## Question

A 3p₁/₂ (M2) vacancy is made in a free neutral atom between Nb and Xe, and its decay is computed with independent-particle rates on relativistic orbitals.

Radial Dirac-Fock and Kohn-Sham solver 2: decay of an M2 (3p₁/₂) hole in free neutral atoms, with independent-particle rates on relativistic LDA orbitals of the hole state and Dirac-Fock energies. Radiative multipoles run to L = 3 (length form); Auger rates use Coulomb matrix elements and a Latter-tail continuum. Recommended widths are for the element in its standard state.

| species | Z | configuration | total width (eV) | radiative width (eV) | fluorescence yield | coster kronig yield | lifetime (fs) | recommended total width (eV) | total width over recommended total width |
| --- | --- | --- | --- | --- | --- | --- | --- | --- | --- |
| Nb | 41 | [Kr] 4d4 5s1 | 2.8374 | 0.00059158 | 0.0002085 | 0.9389 | 0.2320 | 2.05 | 1.384 |
| Mo | 42 | [Kr] 4d5 5s1 | 2.9730 | 0.00068342 | 0.0002299 | 0.9341 | 0.2214 | 2.1 | 1.416 |
| Tc | 43 | [Kr] 4d5 5s2 | 3.1923 | 0.00079505 | 0.0002491 | 0.9314 | 0.2062 | 2.15 | 1.485 |
| Ru | 44 | [Kr] 4d7 5s1 | 3.3976 | 0.00093502 | 0.0002752 | 0.9281 | 0.1937 | 2.2 | 1.544 |
| Rh | 45 | [Kr] 4d8 5s1 | 3.5692 | 0.0010971 | 0.0003074 | 0.9245 | 0.1844 | 2.25 | 1.586 |
| Pd | 46 | [Kr] 4d10 | 3.6756 | 0.0013063 | 0.0003554 | 0.9195 | 0.1791 | 2.35 | 1.564 |
| Ag | 47 | [Kr] 4d10 5s1 | 3.8794 | 0.0015487 | 0.0003992 | 0.9167 | 0.1697 | 2.45 | 1.583 |
| Cd | 48 | [Kr] 4d10 5s2 | 4.0834 | 0.0018340 | 0.0004491 | 0.9141 | 0.1612 | 2.55 | 1.601 |
| In | 49 | [Kr] 4d10 5s2 5p1 | 4.0156 | 0.0021537 | 0.0005363 | 0.9049 | 0.1639 | 2.7 | 1.487 |
| Sn | 50 | [Kr] 4d10 5s2 5p2 | 4.2046 | 0.0025187 | 0.0005990 | 0.9015 | 0.1565 | 2.85 | 1.475 |
| Sb | 51 | [Kr] 4d10 5s2 5p3 | 4.4012 | 0.0029321 | 0.0006662 | 0.8984 | 0.1496 | 3 | 1.467 |
| Te | 52 | [Kr] 4d10 5s2 5p4 | 4.5998 | 0.0034004 | 0.0007392 | 0.8953 | 0.1431 | 3.2 | 1.437 |
| I | 53 | [Kr] 4d10 5s2 5p5 | 4.8010 | 0.0039247 | 0.0008175 | 0.8924 | 0.1371 | 3.35 | 1.433 |
| Xe | 54 | [Kr] 4d10 5s2 5p6 | 5.0005 | 0.0045104 | 0.0009020 | 0.8895 | 0.1316 | 3.5 | 1.429 |

The total width Γ is the sum of the decay rates times ħ, and the lifetime is τ = ħ/Γ. The radiative width Γ_R is the part due to photon emission, and the fluorescence yield is ω = Γ_R/Γ. The Coster-Kronig (CK) yield f is the fraction of decays in which the vacancy is filled from a higher subshell of the same M shell while another electron leaves. The recommended width Γ_rec refers to the element in its standard state, and the last column is Γ/Γ_rec. The configuration is that of the atom before the hole is made.

The same calculations give the following ratios of computed to recommended total width for other holes.

| hole | computed CK yield | Ru | In | Te |
|---|---|---|---|---|
| K | 0 | 0.976 | 0.975 | 0.975 |
| L1 | 0.82, 0.67, 0.52 | 1.63 | 1.42 | 1.47 |
| L2 | 0.14, 0.16, 0.17 | 0.999 | 1.010 | 1.010 |
| L3 | 0 | 1.006 | 1.002 | 1.005 |
| M1 | 0.98, 0.97, 0.96 | 1.35 | 1.40 | 1.08 |
| M3 | 0.93, 0.91, 0.91 | 1.62 | 1.51 | 1.38 |
| M5 | 0 | 1.31 | 1.18 | 1.11 |

The computed M3 width exceeds the M2 width by 0.21, 0.26, 0.58 and 0.65 eV in Ag, Cd, In and Sn. The computed L1 fluorescence yields of Ru, In and Te are 0.73, 1.16 and 1.03 times the recommended yields.

(a) Locate the part of the M2 width that carries the disagreement with Γ_rec, and estimate its size without adjustable parameters.

(b) Explain how the radiative, CK and remaining widths run with Z.

(c) Explain why this level of theory does well for some holes and badly for others.

(d) Account for the irregularity at In.

(e) Advise on the level needed for a linewidth or lifetime good to 10 %, for a model of a vacancy cascade, and for a fluorescence yield, with a word on cost.

## Model answer

### (a) Where the excess lies

Rates of separate channels add, so Γ splits into a CK part fΓ and a remainder (1 − f)Γ. The remainder is ordinary Auger decay, in which both electrons come from outside the M shell, plus radiation; since ω stays below 0.001 in every row, radiation is negligible in it.

For Cd, fΓ = 0.9141 × 4.0834 = 3.733 eV, and the remainder is 0.351 eV. The excess over the recommended width is 4.083 − 2.55 = 1.533 eV, which is 4.4 times the whole remainder. Deleting every non-CK channel would therefore remove less than a quarter of the disagreement. Along the series the excess is 2.7 (Xe) to 4.9 (Ru, Rh) times the remainder, so in no row could the remainder account for as much as half of it. Given the reference, the numbers themselves show that the fault lies mainly in the CK rates, as the known tendency of this method to give CK widths up to twice the measured ones suggests.

The estimate assumes that the remainder is right and asks by what factor the CK width must shrink. For Cd the factor is (2.55 − 0.351)/3.733 = 0.59, the smallest of the series; the largest is 0.70 for Nb, and from In to Xe it stays between 0.64 and 0.66. Nothing is fitted here, since each row uses its own Γ_rec. The assumption can be relaxed: if the remainder of Cd were zero the factor would still be 2.55/3.733 = 0.68. The CK width of an M2 hole is thus too large by about 40 to 70 % of its proper value, on the assumption made.

### (b) Three different growth laws

From Nb to Xe the CK width grows by a factor 1.67, the remainder by 3.19 and the radiative width by 7.62. Written as powers of Z between the two end rows, ln(factor)/ln(54/41), these are 1.9, 4.2 and 7.4. The fall of f from 0.939 to 0.889 is consequently no weakening of CK decay, whose width rises from 2.66 to 4.45 eV; the ordinary Auger channels simply gain on it.

The hydrogenic reference points are as follows. Lengths scale as 1/Z and energies as Z². A dipole rate goes as (photon energy)³ × |⟨r⟩|², that is Z⁶ × Z⁻² = Z⁴ for a transition between shells. An Auger rate is a squared Coulomb matrix element, which goes as (1/length)² = Z², times a density of continuum states per unit energy, which goes as Z⁻², and so does not depend on Z. All three computed powers exceed these values, and screening explains the direction. With an effective charge Z − σ, a Z⁴ law has the local power 4Z/(Z − σ), and a power of 7.4 near Z = 47 corresponds to Z − σ ≈ 4 × 47/7.4 ≈ 25. That is a reasonable size for transitions between n = 4 and n = 3, but it is an argument and no test, because the 3d → 3p line inside the shell also contributes and scales differently, and σ was chosen to match. The rise of the 4d occupation from 4 to 10 is not what makes the power large, for it is 7.6 from In to Xe, where the shell is full.

For the electron-emitting channels the decisive fact is that the N shell of these atoms is far from hydrogenic. Its 4s, 4p and 4d orbitals are still contracting toward the n = 3 region where the hole sits. A CK decay of the type M2-M4,5N uses one compact 3d electron, already overlapping the 3p hole almost fully, and one N electron. An ordinary M2-NN decay uses two N electrons. If each N electron brings a similar factor of growing overlap and occupation, the second kind should rise with about twice the power of the first, and 4.2 against 1.9 fits that argument without proving it. The strong 3p-3d overlap is also why CK decay dominates at all. A reader can extend the rule to a neighbouring element: as long as no channel opens or closes, Γ rises by about 0.2 eV per unit of Z, as it does from In to Xe, f falls slowly, and ω rises by about a tenth.

Counting 4d electrons does not describe the first half of the series. Mo to Tc adds no 4d electron and gains 0.219 eV. Tc to Ru and Rh to Pd both add two 4d electrons and lose a 5s electron, yet they gain 0.205 and 0.106 eV. The configuration is not the whole story: the gap between the M3 and M2 widths falls from 0.25 eV in Mo to 0.16 eV in Ru and then grows again, so M2 gains there some CK rate that M3 does not gain, possibly by the opening of the channel discussed in (d). Both the configurations and such thresholds belong to the free atom, and the uneven steps should not be read as properties of the elements in bulk.

### (c) What the level gets right and wrong

For Ru, In and Te the K, L2 and L3 widths lie within 3 % of the recommended ones, L3 within 1 %. These holes decay chiefly by X-ray emission or by ejecting an electron of keV energy. A fast electron leaves before the ion rearranges and hardly feels the details of the outer potential; a few eV of error in its energy changes nothing; and the interaction that drives the decay acts at distances too short and frequencies too high for the outer shells to screen it. One-electron orbitals and a bare Coulomb operator are then a good description.

CK decay reverses each of these conditions, and this is the theoretical case against the level. The energy released is the gap between two subshells of one shell, less the binding of the ejected electron, roughly 10² eV for M2-M4,5N (a rough, recalled size) and far less for channels near threshold. The continuum wave of so slow an electron depends on the potential in which it is computed. The 3p-3d transition that drives the decay is a low-frequency dipole field reaching out to the N shell, and the other electrons polarise in response and weaken it, an effect that independent-particle rates omit. The two-hole final state also relaxes in a way that orbitals of the initial hole state do not describe. Which of these does most to produce the factor of 0.6 to 0.7 is untested here.

Two other omissions can be weighed. The Auger rates lack the Breit term, whose relative size is of order (v/c)²; for screened n = 3 and n = 4 electrons that is of the order of a per cent, so it cannot supply a reduction of 30 to 40 %. The comparison of a free atom with a solid matters more, because a solid shifts thresholds and screens the final holes. It cannot be the whole cause, however, for Xe is a gas of free atoms in its standard state and its ratio is still 1.429. That evidence is one row, the M3 hole of Xe gives a smaller ratio of 1.26, and the share of the solid-state effect in the metals stays open. How the recommended widths were obtained and how uncertain they are is not given here; where they are smoothed along Z or lean on similar calculations, both the disagreement for M2 and the agreement for K and L are weaker tests than they look.

The rule that CK decay is overestimated and the rest is safe has exceptions on both sides. M5 has no CK channel and is 11 to 31 % too wide, though the excess is only 0.05 to 0.07 eV; its Auger electrons are of a few hundred eV and come from the outer shells, so slowness and not the CK label seems to be what counts. The non-CK remainder of M2, which draws on the same N electrons, may well be high by a similar fraction. M1 of Te is 96 % CK and only 8 % too wide, but the computed M1 width has just fallen from 12.87 eV in In to 11.55 in Sn and 10.59 in Sb while the recommended one keeps rising, so the agreement follows a loss of computed CK rate and may be a cancellation. L2 agrees to 1 % although about 15 % of its decay is CK, with slow electrons, which counts against slowness as the whole rule too; a CK part too large by 1.6 would add 0.15 × (1 − 1/1.6), near 6 % of the width, which is not seen. Further out the level can fail by more than a factor of two: N3 of Ru is 2.4 times and N1 of In 4.7 times the recommended width. In the N shell computed widths reach tens of eV, comparable with the energy released, and a golden-rule rate for a single well-defined hole loses its meaning. The M2 correction factor is therefore no property of CK decay in general and cannot be carried to another hole.

### (d) Indium

In is the only row in which Γ falls, from 4.083 eV in Cd to 4.016 eV. Its CK width drops by 0.099 eV, whereas the neighbouring steps are +0.176 and +0.157 eV; against their mean the shortfall is 0.27 eV, or 6.5 % of the Cd width. The remainder and Γ_R rise smoothly. The M3 width does not dip, and the gap between M3 and M2 more than doubles, from 0.26 to 0.58 eV, where the adjacent steps change it by 0.05 and 0.07 eV. The numbers thus show that M2 loses CK rate which M3 does not lose.

A channel open to M2 alone must begin with 3p₃/₂ filling 3p₁/₂. It has only the 3p spin-orbit splitting to spend, some tens of eV, and can eject only an electron bound by less than that in the presence of the remaining M3 hole. Once the 4d shell is full and 5s and 5p electrons are added outside it, 4d binding rises quickly and may overtake the splitting. Closure of M2-M3N4,5 between Cd and In is the natural reading, but it is an inference from totals and should be marked as a guess about the channel's identity. The L1 hole offers a larger case of the same kind: its computed width falls by more than half from Ag to Sn, most likely because L1-L3M4,5 closes, and the recommended L1 widths fall over the same region (3.5, 3 and 2.4 eV for Cd, In and Sn).

The recommended M2 widths show no dip, rising by 0.10, 0.15 and 0.15 eV from Ag to Sn. A threshold is decided by a few eV, and in a metal the screening of the two final holes lowers their energy and keeps such a channel open longer. The position of the step may hence be an artefact of the free atom. No dip appears in the recommended widths at any later element either, gaseous Xe included, so they may also be too smooth to show one. Its trace in the last column, from 1.601 to 1.487, is well outside the 0.01 to 0.02 by which rounding of Γ_rec to 0.05 eV can move a ratio, while the differences among Rh, Pd and Ag are about that size and need no cause. The jump of ω by 19 % at In, against about 12 % on either side, is the same dip seen through the denominator.

### (e) Advice

For a linewidth or lifetime good to 10 %, the level fails in every row. Widths are 38 to 60 % above Γ_rec, by 0.79 to 1.53 eV, and lifetimes are 28 to 38 % shorter than ħ/Γ_rec. For Cd, ħ = 4.0834 × 0.1612 = 0.658 eV fs gives 0.658/2.55 = 0.258 fs against the computed 0.161 fs. The lifetime column is no second test, being ħ/Γ by construction. Dividing all widths by 1.492, the plain mean of the fourteen ratios, leaves errors from −7 % (Nb) to +7 % (Cd) relative to Γ_rec at no cost. That works because the overall growth is right (a factor 1.76 from Nb to Xe against 1.71 recommended), but the mean was taken from the same rows on which it is judged, and its use for other elements or for ions is unproven. For these elements in their standard state the recommended width is the better number.

For the first step of a cascade model the level serves, with reservations. A dominant branch is insensitive to an error in its own rate. With the CK width of Cd cut as in (a), f becomes (2.55 − 0.351)/2.55 = 0.86 in place of 0.914, so the statement that about nine M2 holes in ten move up within the M shell survives. The minor branch does not share this protection: 1 − f goes from 0.086 to 0.14, the full factor of 1.6, if the remainder is right, and by less if the remainder is itself too high, as (c) allows. The share of holes that take the main path is served; intensities of M2-NN Auger lines may be low by up to that factor. Final charge states also depend on how the CK decays divide among their channels, which these totals do not show, and on the later decay of N holes, where the level fails as noted in (c).

For the fluorescence yield the too large Γ pushes ω down, and Γ_R/Γ_rec suggests itself as a repair: 0.0018340/2.55 = 7.2 × 10⁻⁴ for Cd against the computed 4.5 × 10⁻⁴. The repair can be tried on L1, a CK-rich hole with recommended yields. Multiplying yield ratio by width ratio gives 0.73 × 1.63 = 1.19 for Ru, 1.16 × 1.42 = 1.65 for In and 1.033 × 1.470 = 1.52 for Te. It overshoots in all three and spoils In and Te, which were nearer before. Either the L1 radiative widths are too large or the recommended L1 widths and yields do not belong together, and these numbers cannot decide. For M2 the honest statement is ω of a few 10⁻⁴ to 10⁻³, rising about fourfold, with the computed value probably low and uncertain by some tens of per cent. By contrast the K yields of the three elements agree to 0.3 % and the L2 and L3 yields are 4 to 10 % high.

On cost only scaling can be offered. The present level needs one self-consistent atom per hole state and a set of radial integrals per channel, so its work grows in proportion to the number of channels. Replacing the computed energies by thresholds proper to the solid costs almost nothing more and addresses the question of which channels are open, an effect of 0.27 eV at In. It is no cure for the excess, which is five times as large there and would grow if the closed channel reopened. The Breit term adds a few more integrals per channel and buys little for M2. Screening and final-state correlation need coupled channels or configuration mixing in the continuum, where the work grows at least with the square of the number of channels kept, and fastest for the open 4d shells from Nb to Rh. This is the step that theory points to, and to reach 10 % it has to supply most of the 30 to 41 % reduction that the CK width needs.

## Remarks on the reasoning

Credit in (a) goes to comparing the excess with the whole remainder, because that inequality needs no model of either part. An answer that reads the falling CK yield as a falling CK rate has confused a fraction with a width.

In (b) the slogan of Z⁴ radiation against constant Auger rates earns credit only with the remark that it holds for hydrogenic shells. It gets the order of the powers right and their values wrong, and ω rises 4.3-fold because a 7.6-fold numerator is divided by a 1.8-fold denominator.

In (c) and (d) the strength of each claim should match its support. That the excess is mainly CK and that In loses an M2-specific CK rate follow from the numbers. That slow electrons and unscreened interactions are to blame is argued from theory and supported by K, L2 and L3 for three elements only, with M5, M1 of Te and L2 as checks on any simpler rule. The name of the closing channel is a guess.

In (e) the useful habit is to ask which quantity the purpose needs before asking for a higher level. The rule that results is to trust independent-particle rates to a few per cent for total widths where the hole emits photons or keV electrons, to trust them for the dominant branch but not for the width where it emits slow electrons, and to check the energy balance of each CK channel in the actual sample before believing any step along Z.
